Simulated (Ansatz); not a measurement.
PbSe built on the h-MgO prototype at its r2SCAN geometry, run in Ansatz at 2 levels of theory. The calculation is non-magnetic, and the structure need not be a phase that has been made.

The PBE+SOC input:
```yaml
crystal:
  lattice:
    - [5.1741302563, 0.0, 0.0]
    - [-2.5870651281, 4.4809282444, 0.0]
    - [0.0, 0.0, 6.2132838678]
  atoms:
    - { symbol: Pb, position: [0.3333333333, 0.6666666667, 0.25] }
    - { symbol: Pb, position: [0.6666666667, 0.3333333333, 0.75] }
    - { symbol: Se, position: [0.6666666667, 0.3333333333, 0.25] }
    - { symbol: Se, position: [0.3333333333, 0.6666666667, 0.75] }
kpoints:
  mp_grid: { grid: [6, 6, 4] }
  band_path:
    path:
      - [0.0, 0.0, 0.0]
      - [0.5, 0.0, 0.0]
      - [0.3333333333, 0.3333333333, 0.0]
      - [0.0, 0.0, 0.5]
      - [0.5, 0.0, 0.5]
      - [0.3333333333, 0.3333333333, 0.5]
    npoints: 1
hamiltonian:
  xc: pbe
scf:
  occupations: { method: fermi_dirac, width: 0.02 }
  n_extra_bands: 10
magnetization:
  noncollinear: true
  spin_orbit: true
output:
  forces: true
  stress: true
  eigenvalues: true
```

Main results, then, where recorded, the levels near the gap in eV from the Fermi energy (columns number the bands from 0), one row a point of the path (Γ, M, K, A, L, H):
```
Crystal: 4 atoms, lattice volume = 144.054 Å³
Symmetry: 24 space group operations + 24 with time reversal
Magnetic group: BNS 194.264 (UNI 1494)
```
```
Basis set: ecut = 420 eV, 2835 PW (Γ)
k-points: 21 of 144
SCF 1 converged in 8 iterations: F = -34830.288927 eV  dr2 = 8.99e-8
Free energy (F): -34830.288927 eV
Fermi energy:    6.481655 eV
--- Stress (GPa, compression-positive) ---
        0.567724       0.000000       0.000000
        0.000000       0.567724       0.000000
        0.000000       0.000000       0.860673
  P = ⅓ Tr σ = 0.6654 GPa (6.654 kbar)
```
```tsv
band_54	band_55	band_56	band_57	band_58	band_59	band_60	band_61	band_62	band_63	band_64	band_65
-2.410	-2.410	-1.852	-1.852	-1.805	-1.805	0.779	0.779	1.930	1.930	2.330	2.330
-2.395	-2.395	-2.318	-2.318	-0.930	-0.930	2.125	2.125	2.625	2.625	3.461	3.461
-2.719	-2.719	-0.957	-0.957	-0.642	-0.642	1.414	1.414	2.721	2.721	3.743	3.743
-2.432	-2.432	-1.609	-1.609	-1.609	-1.609	1.096	1.096	1.096	1.096	2.245	2.245
-2.054	-2.054	-0.929	-0.929	-0.929	-0.929	0.886	0.886	0.886	0.886	2.678	2.678
-1.455	-1.455	-0.333	-0.333	-0.189	-0.189	0.189	0.189	0.836	0.836	2.049	2.049
```

PBE+SOC gives a direct gap of 0.38 eV at H.

r2SCAN. Against the first input these blocks differ (the band path and keys that only write files left aside):
```yaml
hamiltonian:
  xc: r2scan
scf:
  occupations: { method: fixed }
  n_extra_bands: 5
```
(magnetization left out)

```
Basis set: ecut = 500 eV, 3659 PW (Γ)
k-points: 21 of 144
SCF 1 converged in 7 iterations: F = -34800.188337 eV  dr2 = 2.70e-8
Free energy (F): -34800.188337 eV
Fermi energy:    6.062696 eV
--- Stress (GPa, compression-positive) ---
       -0.007339       0.000000       0.000000
        0.000000      -0.007339       0.000000
        0.000000       0.000000      -0.021463
  P = ⅓ Tr σ = -0.0120 GPa (-0.120 kbar)
```
```tsv
band_27	band_28	band_29	band_30	band_31	band_32
-1.827	-1.827	-1.812	1.961	1.961	3.457
-2.227	-2.130	-0.667	2.929	3.434	4.351
-2.613	-0.526	-0.526	2.764	2.764	4.320
-2.443	-1.337	-1.337	2.352	2.352	2.352
-1.808	-0.676	-0.676	1.675	1.675	3.175
-1.306	0.000	0.000	1.476	1.476	2.608
```

The r2SCAN gap is direct at H: 1.48 eV. The mean stress is close to zero (-0.01 GPa).

Totals of different functionals, or with and without spin-orbit coupling, can't be compared.

Only the levels marked +SOC include spin-orbit coupling.
